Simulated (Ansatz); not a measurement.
BaTiO3, DFT, PBE, all-electron LAPW, scalar-relativistic (Ansatz 0.2.0), run on 2 threads of Intel(R) Xeon(R) Platinum 8488C (Sapphire Rapids) on a shared host.

The cell is COD entry 9014756, as deposited and not checked against the literature; nothing was relaxed. The listed cell was then made from it by scaling, straining or moving an atom.

Command: `ansatz run input.yaml --threads 2 --pin off --max-ram 6144MiB --backend cpu --events-out ev --progress --plain --runs-dir out`

```yaml
crystal:
  lattice:
    - [2.7993914759, 1.6162294222, 2.317731608]
    - [-2.7993914759, 1.6162294222, 2.317731608]
    - [0.0, -3.2324588444, 2.317731608]
  atoms:
    - { symbol: Ba, position: [0.0, 0.0, 0.0] }
    - { symbol: Ti, position: [0.514, 0.514, 0.514] }
    - { symbol: O, position: [0.4916, 0.4916, 0.9815] }
    - { symbol: O, position: [0.4916, 0.9815, 0.4916] }
    - { symbol: O, position: [0.9815, 0.4916, 0.4916] }
kpoints:
  mp_grid: { grid: [9, 9, 9] }
  band_path:
    path:
      - [0.0, 0.0, 0.0]
      - [0.5, 0.5, 0.5]
      - [0.5091516515, 0.4908483485, 0.5]
      - [0.5, -0.4908483485, 0.4908483485]
      - [0.5, 0.0, 0.0]
      - [0.0, 0.0, 0.0]
      - [0.4954241742, -0.4954241742, 0.0]
      - [0.5045758258, 0.0, 0.4954241742]
      - [0.5, 0.0, 0.5]
    npoints: 5
scf:
  occupations: { method: fermi_dirac, width: 0.05 }
hamiltonian:
  xc: pbe
  pseudopotentials: { kind: all_electron, lapw: { basis_error: 0.001 } }
output:
  forces: true
  stress: true
  eigenvalues: true
```

(1) How large is the problem that the program sets up?

(2) About how long does it take, and how much memory does it use?

Answers

(1) 85 irreducible k-points, 1357 plane waves at Γ, 44 bands.

(2) 85 s of wall time for 11 SCF iterations, with a peak of 0.93 GiB. Times on shared machines scatter by tens of per cent.
